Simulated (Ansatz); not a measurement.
# Bi₂Se₃: random displacements

The calculation used DFT PBE, scalar-relativistic, plane waves, PAW in Ansatz. The runs took a 420 eV cutoff, a Γ-centred 12×12×12 mesh and Gaussian smearing (0.03 eV). Spin–orbit coupling is left out, which matters for the heavy elements here. No spin polarisation. Energies are free energies at this smearing, counted from the undisturbed cell; pressure is positive in compression.

The undisturbed cell (as given, not relaxed at this level):

```xyz
5
Lattice="2.0715 1.1960 9.5453 -2.0715 1.1960 9.5453 0.0000 -2.3920 9.5453" Properties=species:S:1:pos:R:3 pbc="T T T"
Bi    0.0000    0.0000   11.4773
Bi    0.0000    0.0000   17.1587
Se    0.0000    0.0000    0.0000
Se    0.0000    0.0000    6.0622
Se    0.0000    0.0000   22.5738
```

After a displacement of all atoms with no net shift and a strain of the cell, the run gives ΔE = 132.7 meV/atom; stress (xx, yy, zz, yz, xz, xy; compression positive) (0.33, 5.21, 4.22, 1.57, 1.50, -0.70) GPa; gap on the mesh 0.18 eV.

| atom | Fx (eV/Å) | Fy | Fz |
| --- | --- | --- | --- |
| Bi1 | 0.421 | 0.923 | -0.386 |
| Bi2 | 0.019 | -0.528 | -1.283 |
| Se3 | 0.370 | -0.442 | -0.519 |
| Se4 | -0.436 | 0.486 | 1.121 |
| Se5 | -0.375 | -0.438 | 1.067 |

Q: Which displacements (Å, in the unstrained cell) and strain were applied?

A:
```csv
atom,ux,uy,uz
Bi1,-0.12,-0.12,0.05
Bi2,0.03,0.09,0.12
Se3,-0.05,0.06,0.10
Se4,0.11,-0.17,-0.14
Se5,0.03,0.14,-0.13
```
Strain (Voigt, engineering shear): (0.0673, -0.0277, -0.0298, -0.0230, -0.0399, 0.0128).

Cost: 1 run of about 7.1 core-minutes, on Intel Xeon Platinum 8259CL (Skylake/Cascade Lake) (shared hosts).